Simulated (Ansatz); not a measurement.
## 1T-SrCl2 monolayer in a perpendicular field

Wanted: the out-of-plane response of the 1T-SrCl2 monolayer. A positive field points along +c.

Method: plane-wave DFT, PBE-D3(BJ), Ansatz PAW (set soft_1); PAW set soft_1, in Ansatz 0.2.0.

This is a report of a sequence of runs, with most program output left out.

### 1. Starting point

The cell holds 3 atoms: 2 Cl and 1 Sr. Cell: a = 4.008 Å, b = 4.008 Å, c = 37.971 Å, α = 90.0°, β = 90.0°, γ = 120.0°. Vacuum lies along c.

### 2. Relaxation

The starting cell is a guess, so the in-plane lattice and the atoms are relaxed first, with the slab cut off from its images along the normal.

The input, input.yaml:

```yaml
crystal:
  lattice:
    - [4.008065, 0.0, 0.0]
    - [-2.0040325, 3.47108611, 0.0]
    - [0.0, 0.0, 37.9708469123]
  atoms:
    - { symbol: Cl, position: [0.6666666667, 0.3333333333, 0.4542958981] }
    - { symbol: Sr, position: [0.0, 0.0, 0.5] }
    - { symbol: Cl, position: [0.3333333333, 0.6666666667, 0.5457041019] }
  periodic: [true, true, false]
kpoints:
  mp_grid: { grid: [12, 12, 1] }
hamiltonian:
  xc: pbe
  dispersion: d3bj
  pseudopotentials: { kind: paw, azcp: { folder: soft_1 } }
scf:
  occupations: { method: fermi_dirac, width: 0.05 }
  convergence: { dr2_threshold: 1.0e-09 }
relax:
  f_tol: 0.004
  max_steps: 90
  cell: {}
output:
  write_potential: true
  write_density: true
  volumetric_format: npy
```

Launch:

```console
ansatz run input.yaml --threads 2 --pin off --max-ram 3072MiB --backend cpu --events-out ev --progress --plain --runs-dir out
```

Wall time 21 s (2 threads of Intel Xeon 6975P-C (Granite Rapids), shared host); peak memory 0.79 GiB.

The steps of the relaxation:

```csv
step,energy less that of the first step (eV),largest force component (eV/Å),volume (Å³)
1,0.0000,0.5008,528.26
2,-0.1645,0.1555,556.38
3,-0.2433,0.1527,586.34
4,-0.2941,0.0615,642.13
5,-0.2957,0.0019,636.39
6*,-0.2964,0.0016,636.39
```

Relaxation steps marked * repeat the geometry before them on a plane-wave basis chosen anew for their cell, so energy and pressure can jump there.

The run keeps the 12 symmetry operations that it works with, so distortions that break them were not tested.

```
cell as run  before  after  change
      a (Å)   4.008  4.399  +9.8 %
      b (Å)   4.008  4.399  +9.8 %
```

The atoms that moved most (Å, along periodic axes as changes of fractional coordinates times the final cell, across vacuum about the mean position):

```csv
atom,dx,dy,dz,length
Cl3,0.000,0.000,-0.322,0.322
Cl1,0.000,0.000,0.322,0.322
```

Final coordinates:

```xyz
3
Lattice="4.3992 0.0000 0.0000 -2.1996 3.8098 0.0000 0.0000 0.0000 37.9708" Properties=species:S:1:pos:R:3
Cl    2.1996    1.2699   17.5716
Sr    0.0000    0.0000   18.9854
Cl    0.0000    2.5399   20.3992
```

This step gave:

* gap on the k-mesh: 5.860 eV

The lattice constant a goes from 4.008 to 4.399 Å.

### 3. Single point, field 0

A sawtooth potential applies the field, turning back in the middle of the vacuum. With the dipole correction the typed value is the field outside the slab. The induced dipole is small, so the SCF threshold is tight.

The cell differs from the one that the last finished run ended in (c 37.971 → 20.828 Å).

The input, input.yaml:

```yaml
crystal:
  lattice:
    - [4.3991713498, 0.0, 0.0]
    - [-2.1995856749, 3.8097941446, 0.0]
    - [0.0, 0.0, 20.8275978435]
  atoms:
    - { symbol: Cl, position: [0.6666666667, 0.3333333333, 0.4321189639] }
    - { symbol: Sr, position: [0.0, 0.0, 0.5] }
    - { symbol: Cl, position: [0.3333333333, 0.6666666667, 0.5678810361] }
kpoints:
  mp_grid: { grid: [12, 12, 1] }
  band_path:
    path: [[0, 0, 0], [0.5, 0, 0], [0.33333333, 0.33333333, 0], [0, 0, 0]]
    npoints: 16
hamiltonian:
  xc: pbe
  dispersion: d3bj
  pseudopotentials: { kind: paw, azcp: { folder: soft_1 } }
scf:
  occupations: { method: fermi_dirac, width: 0.02585 }
  convergence: { dr2_threshold: 1.0e-10 }
efield:
  axis: 3
  dipole_correction: true
  ramp_position: 0.97
  ramp_width: 0.06
  amplitude: 0
output:
  dos: { projected: true, e_range: [-6, 5] }
  write_potential: true
  write_density: true
  volumetric_format: npy
  elf: true
```

Elapsed: 6.8 s, on 2 threads; peak memory 0.57 GiB.

This step gave:

```yaml
dipole_along_the_normal: -3.41e-6 e·Å
gap_along_the_path: 5.859 eV
smallest_direct_gap_along_the_path: 5.960 eV
ionisation_energy_upper_face: 8.008 eV
electron_affinity_upper_face: 2.149 eV
gap_the_smaller_of_path_and_mesh: 5.859 eV
```

Running mean over a fixed 2.7 Å (it still follows the layers) of the planar mean; the ramp of the sawtooth is left out. Electron's electrostatic potential energy less the Fermi level against z:

```csv
z (Å),electron's electrostatic potential energy less the Fermi level (eV)
2.89,5.03
3.33,5.03
3.76,5.03
4.05,5.03
4.48,5.03
4.92,5.03
5.35,5.03
5.79,5.03
6.07,5.02
6.51,4.96
6.94,4.70
7.38,3.85
7.81,2.56
8.24,1.17
8.53,0.162
8.97,-2.24
9.40,-4.87
9.84,-6.13
10.27,-6.48
10.56,-6.48
10.99,-6.13
11.43,-4.87
11.86,-2.24
12.29,0.162
12.58,1.17
13.02,2.56
13.45,3.85
13.89,4.70
14.32,4.96
14.75,5.02
15.04,5.03
15.48,5.03
15.91,5.03
16.34,5.03
16.78,5.03
17.07,5.03
17.50,5.03
17.93,5.03
```

The density of states has structure finer than the step of the table below, so its rows give means over 0.25 eV, whole bins alone (the curve runs from -6 to 3.87 eV). Peaks (eV: height): -4.130: 17.0, -3.990: 30.2, -3.930: 23.7, -3.790: 13.9, -3.460: 27.2, -3.350: 19.3, -2.990: 18.5.

Density of states against energy, zero at the Fermi level of the run, which the smearing sets inside the gap; means over each step:

```
energy (eV)  density of states (states/eV a cell)
      -4.75                                     0
      -4.50                                  1.24
      -4.25                                  6.96
      -4.00                                  10.7
      -3.75                                  7.47
      -3.50                                  8.74
      -3.25                                  9.37
      -3.00                                  4.93
      -2.75                                     0
      -2.50                                     0
      -2.25                                     0
      -2.00                                     0
      -1.75                                     0
      -1.50                                     0
      -1.25                                     0
      -1.00                                     0
      -0.75                                     0
      -0.50                                     0
      -0.25                                     0
       0.00                                     0
       0.25                                     0
       0.50                                     0
       0.75                                     0
       1.00                                     0
       1.25                                     0
       1.50                                     0
       1.75                                     0
       2.00                                     0
       2.25                                     0
       2.50                                     0
       2.75                                     0
       3.00                                 0.306
       3.25                                  2.20
       3.50                                  3.52
```

Projected DOS per atom over height of the atomic layer and energy from the Fermi level. Layers: Cl Sr Cl from below.

Ten even steps from '0' (0.00 states/eV) to '9' (4.48 states/eV), each cell a mean:
```
000
000
000
000
000
000
000
000
000
000
000
000
000
000
000
606
909
909
202
000
000
000
```
Columns: height of the atomic layer (Å) from 9 to 11.8; rows upwards: energy from the Fermi level (eV) from -5.96 to 3.85.

Electronic bands along the path, in eV, zero at the Fermi level of the run, which the smearing sets inside the gap:

```csv
point,band 9,band 10,band 11,band 12,band 13,band 14,band 15,band 16
Γ,-3.93,-3.13,-3.13,-3.07,2.89,3.98,3.98,4.20
halfway,-3.81,-3.48,-3.29,-2.98,3.42,4.07,4.45,4.64
M,-3.66,-3.47,-3.33,-3.21,3.20,4.67,5.38,5.55
halfway,-3.68,-3.54,-3.31,-3.24,3.53,4.51,4.77,5.89
K,-3.95,-3.36,-3.34,-3.34,4.09,4.32,4.32,6.00
halfway,-3.82,-3.49,-3.36,-2.99,3.68,3.96,4.44,4.65
Γ,-3.93,-3.13,-3.13,-3.07,2.89,3.98,3.98,4.20
```

Electrostatic potential energy in the ca plane at fractional y = 0.000, with atoms of Sr within 0.2 Å of it. With pseudopotentials it is smooth inside the atoms' cores, unlike the true potential.

Values in eV, 7 rows by 16 columns, each cell a mean:
```
  3   3   3   3   3   2   1  -5 -29 -25  -3   2   2   3   3   3
  3   3   3   3   3   2   2  -2 -12  -9   0   2   2   3   3   3
  3   3   3   3   3   3   2   0  -2  -1   1   2   3   3   3   3
  3   3   3   3   3   3   2   0   0   0   1   2   3   3   3   3
  3   3   3   3   3   3   2   0  -3  -3   1   2   3   3   3   3
  3   3   3   3   3   2   2  -3 -19 -15  -1   2   2   3   3   3
  3   3   3   3   3   2   1  -6 -30 -26  -3   2   2   3   3   3
```
Columns run along c (16.0 Å, from fractional 0.08 to 0.85 of the cell; values clipped at the 3rd and 97th percentile), rows up along a (4.4 Å). Atoms in or near the plane, at fractional coordinates: Sr at (0.50, 0.00).

Valence density in the ca plane at fractional y = 0.000, with atoms of Sr within 0.2 Å of it. It is the smooth field of the valence electrons, not physical close to the nuclei.

Ten steps, logarithmic in the rise over the least value, from '0' (0.0 e/Å³) to '9' (2.5 e/Å³), each cell a mean:
```
00000000000000000000268999852000000000000000
00000000000000000001247998742100000000000000
00000000000000000011234666432110000000000000
00000000000000000122333333333211000000000000
00000000000000000123443222344321000000000000
00000000000000000134443222344421000000000000
00000000000000000123443222344321000000000000
00000000000000000123333222333321000000000000
00000000000000000012233454332210000000000000
00000000000000000001236887632100000000000000
00000000000000000001258999852000000000000000
00000000000000000000269999852000000000000000
```
Columns run along c (16.0 Å, from fractional 0.08 to 0.85 of the cell), rows up along a (4.4 Å). Atoms in or near the plane, at fractional coordinates: Sr at (0.50, 0.00).

ELF in the ca plane at fractional y = 0.000, with atoms of Sr within 0.2 Å of it. It is the smooth field of the valence electrons, not physical close to the nuclei.

Values, 7 rows by 16 columns, each cell a mean:
```
0.00 0.00 0.00 0.00 0.00 0.00 0.01 0.20 0.70 0.71 0.07 0.01 0.00 0.00 0.00 0.00
0.00 0.00 0.00 0.00 0.00 0.01 0.13 0.14 0.41 0.31 0.16 0.09 0.01 0.00 0.00 0.00
0.00 0.00 0.00 0.00 0.00 0.06 0.39 0.57 0.13 0.22 0.59 0.29 0.03 0.00 0.00 0.00
0.00 0.00 0.00 0.00 0.00 0.08 0.46 0.68 0.22 0.35 0.68 0.36 0.04 0.00 0.00 0.00
0.00 0.00 0.00 0.00 0.00 0.04 0.32 0.43 0.11 0.15 0.47 0.23 0.02 0.00 0.00 0.00
0.00 0.00 0.00 0.00 0.00 0.01 0.06 0.10 0.63 0.50 0.08 0.04 0.00 0.00 0.00 0.00
0.00 0.00 0.00 0.00 0.00 0.00 0.00 0.25 0.59 0.68 0.10 0.00 0.00 0.00 0.00 0.00
```
Columns run along c (16.0 Å, from fractional 0.08 to 0.85 of the cell), rows up along a (4.4 Å). Atoms in or near the plane, at fractional coordinates: Sr at (0.50, 0.00).

The gap is 5.86 eV, with the valence edge 8.01 eV and the conduction edge 2.15 eV under the upper vacuum level.

### 4. Single point, field 0.1 V/Å

Edit input.yaml of step 3 so:

```diff
@@ -24,7 +24,6 @@
   dipole_correction: true
-  ramp_position: 0.97
-  ramp_width: 0.06
-  amplitude: 0
+  ramp_position: 0.928
+  ramp_width: 0.144
+  amplitude: 0.1
 output:
-  dos: { projected: true, e_range: [-6, 5] }
   write_potential: true
@@ -32,2 +31 @@
   volumetric_format: npy
-  elf: true
```

It took 6.4 s on 2 threads; peak memory 0.51 GiB; 12 s of CPU time.

The dipole is 0.0321 e·Å, and the gap 5.849 eV.

### 5. Atoms held, field -0.1 V/Å

Edit input.yaml of step 4 so:

```diff
@@ -26,3 +26,3 @@
   ramp_width: 0.144
-  amplitude: 0.1
+  amplitude: -0.1
 output:
```

Elapsed: 6.5 s, on 2 threads; peak memory 0.52 GiB; 13 s of CPU time.

The dipole is -0.0321 e·Å, and the gap 5.849 eV.

### 6. Response, atoms held

This step: plane-wave DFT, PBE-D3(BJ), Ansatz PAW (set soft_1); response to a field along the normal, atoms held; PAW set soft_1 (Ansatz 0.2.0).

The dipoles give the slope, and the difference of two potentials shows where the field is screened.

Numbers from this step:

- equivalent conductor thickness p/(ε₀AE): 3.467 Å
- distance between the outer atoms: 2.828 Å

Table of dipole of the cell by applied field:

```csv
applied field (V/Å),dipole of the cell (e·Å)
-0.1000,-0.0321
0.0000,-3.4e-6
0.1000,0.0321
```

Local field over the applied field, running mean. From the potentials at -0.1 and 0.1 V/Å; running mean over 2.5 Å. The local field over applied field by z:

```csv
z (Å),local field over applied field
4.05,1.000
4.34,1.000
4.77,0.999
5.06,0.999
5.50,0.996
5.79,0.991
6.07,0.983
6.51,0.956
6.80,0.922
7.09,0.870
7.52,0.765
7.81,0.686
8.24,0.566
8.53,0.491
8.82,0.426
9.26,0.355
9.55,0.328
9.84,0.314
10.27,0.306
10.56,0.306
10.99,0.314
11.28,0.328
11.57,0.355
12.00,0.426
12.29,0.491
12.58,0.566
13.02,0.686
13.31,0.765
13.74,0.870
14.03,0.922
14.32,0.956
14.75,0.983
15.04,0.991
15.33,0.996
15.77,0.999
16.05,0.999
16.49,1.000
16.78,1.000
```

Electrons, planar mean, per unit field. Induced electron density against z:

```csv
z (Å),induced electron density (e/Å³ per V/Å)
4.05,3.3e-7
4.48,1.1e-6
4.92,3.5e-6
5.35,1.1e-5
5.79,3.4e-5
6.22,1.0e-4
6.65,2.8e-4
7.09,7.1e-4
7.52,0.00161
7.95,0.00282
8.39,0.00260
8.82,9.4e-4
9.26,1.9e-4
9.69,-5.5e-4
10.12,-5.3e-4
10.70,5.3e-4
11.14,5.5e-4
11.57,-1.9e-4
12.00,-9.4e-4
12.44,-0.00260
12.87,-0.00282
13.31,-0.00161
13.74,-7.1e-4
14.17,-2.8e-4
14.61,-1.0e-4
15.04,-3.4e-5
15.48,-1.1e-5
15.91,-3.5e-6
16.34,-1.1e-6
16.78,-3.3e-7
```

The smaller of the gaps on the path and on the k-mesh, counted as 0 under 0.03 eV; in a wide-gap layer a fall can come from a state in the tilted vacuum. The gap stays at 5.85 eV for applied field from -0.1 to 0.1 V/Å.

By hand: between -0.1 and 0.1 V/Å the dipole changes by 0.06423 e·Å, a slope of 0.3211 e·Å²/V. A perfect conductor of thickness t has p = ε₀AEt, so t = 180.95 × 0.3211 / 16.760 = 3.47 Å (e/ε₀ = 180.95 V·Å, A in Å²).

The induced dipole is that of a conductor 3.47 Å thick.

### 7. Outcome

- gap without field: 5.86 eV
- ionisation energy, upper face: 8.01 eV
- electron affinity, upper face: 2.15 eV
- equivalent conductor thickness, atoms held: 3.47 Å

What this shows: The induced dipole equals that of a perfect conductor 3.47 Å thick, while the outer atoms lie 2.83 Å apart; an out-of-plane ε follows only once a thickness t is chosen, by 1 − 1/ε = 3.47 Å / t. The gap stays within 0.01 eV of 5.86 eV over the fields run, up to 0.1 V/Å in size. Semilocal functionals give gaps that are too small, and excitons are not included. Spin-orbit coupling is left out.

[Logs are printed without paths, hosts, clocks, repeated set-up lines and the standing remarks that a program may print on its own settings, such as how far it seeks lower states.]

[Hosts, paths, dates, database ids (printed as entryN), source tags and the programs' standing remarks are cut or masked in the printed files.]

[Maps of the electrostatic potential energy from Ansatz leave out the sawtooth potential of an applied field or a dipole correction, so their vacuum need not be flat; planar profiles and work functions include it.]

[The density of states shown here was stored with 400 of the rows of the run's finer table, so its peaks can read low, often by over a quarter, or be missed, and its means over a window can be off by a tenth or more.]
